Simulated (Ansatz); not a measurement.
# NiGe (Pnma): electronic heat capacity and spin susceptibility from the density of states

These are results of Ansatz, DFT PBEsol, scalar-relativistic, plane waves, PAW, not measurements.

Cutoff 420 eV; k points 8×10×6 on the computed 8-atom cell (Γ-centred); Gaussian smearing, width 0.10 eV; no spin polarisation.

Relaxed cell: Pnma, a = 5.311 Å, b = 3.440 Å, c = 5.739 Å, α = 90.00°, β = 90.00°, γ = 90.00°, 8 atoms in the primitive cell.

The density of states at the Fermi level is 2.569 states/eV in the cell of 8 atoms (4 formula units; both spins, tetrahedra on a 12×15×9 mesh).

What Sommerfeld coefficient and Pauli susceptibility does this give?

Per formula unit N(E_F) = 0.642 states/eV. γ = (π²/3) k_B² N(E_F) N_A = 2.357 mJ/(mol K²) per state/eV, so γ = 1.5 mJ/(mol K²), a mole of formula units. χ_P = μ_B² N(E_F) N_A = 3.23×10⁻⁵ emu/mol per state/eV gives 2.1×10⁻⁵ emu/mol. This is the bare band result: a measured γ of the same phase is as a rule larger by a factor 1 + λ from phonons and spin fluctuations, the spin part of χ is larger by the Stoner factor, and a measured χ also holds orbital and core terms. N(E_F) at one energy is sensitive to the mesh where the density of states has sharp peaks.

A ferromagnetic start lost its moments in a first run, so spin was left out; other magnetic orders weren't tried.

Cost: 1 run of about 3.8 core-minutes, on Oxide Virtual Turin-like Processor (Zen 5) (shared hosts).